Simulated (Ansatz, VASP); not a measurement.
ZnO in VASP and in Ansatz

File INCAR:

```
PREC     = Accurate       # precision mode
ENCUT    = 520            # plane-wave cutoff, eV
EDIFF    = 1E-7           # SCF threshold, eV
ISMEAR   = 0              # smearing method
SIGMA    = 0.05           # smearing width, eV
LREAL    = False          # projectors in reciprocal space
LASPH    = True           # aspherical terms in the spheres
NELM     = 80             # most SCF steps
ALGO     = Normal         # electronic algorithm
ISIF     = 2              # what is computed and relaxed
LWAVE    = False          # write WAVECAR
LCHARG   = False          # write CHGCAR
NBANDS   = 16             # bands
```

Contents of KPOINTS:

```
Automatic mesh
0
Gamma
  12 12 12
```

Contents of POSCAR:

```
ZnO
1.0
    0.0000000000      2.1016020434      2.3117622477
    2.1016020434      0.0000000000      2.3117622477
    2.1016020434      2.1016020434      0.0000000000
Zn O
1 1
Direct
    0.0000000000      0.0000000000      0.0000000000
    0.5000000000      0.5000000000      0.5000000000
```

Input for Ansatz:

```yaml
crystal:
  lattice:
    - [0.0, 2.1016020434, 2.3117622477]
    - [2.1016020434, 0.0, 2.3117622477]
    - [2.1016020434, 2.1016020434, 0.0]
  atoms:
    - { symbol: Zn, position: [0.0, 0.0, 0.0] }
    - { symbol: O, position: [0.5, 0.5, 0.5] }
basis:
  ecutwfc: 420
kpoints:
  mp_grid: { grid: [12, 12, 12] }
hamiltonian:
  xc: lda
scf:
  occupations: { method: gaussian, width: 0.05 }
output:
  forces: true
  stress: true
  eigenvalues: true
```

Alike in both runs: task single point; functional LDA; k mesh 12 × 12 × 12; occupations gaussian, width 0.05 eV; no spin polarisation.

```csv
,VASP,Ansatz
version,VASP 6.6.1,Ansatz 0.2.0
potentials or method,"VASP PAW LDA potentials, release 64 (Zn, O)","scalar-relativistic, plane waves, PAW"
plane-wave cutoff (eV),520,420
valence electrons in the cell,18,18
```

|  | VASP | Ansatz | Ansatz less VASP |
| --- | --- | --- | --- |
| gap on the k mesh at the Fermi level (eV) | 0.49 | 0.49 | 0.000 |
| least direct gap on the mesh (eV) | 1.75 | 1.75 | +0.004 |
| pressure (GPa) | -11.7 | -12.9 | -1.12 |
| largest component of the traceless stress (GPa) | 2.93 | 2.46 | -0.469 |

A k mesh can miss the band edges. Expect the measured gap to be larger: semilocal functionals such as LDA lack the derivative discontinuity.
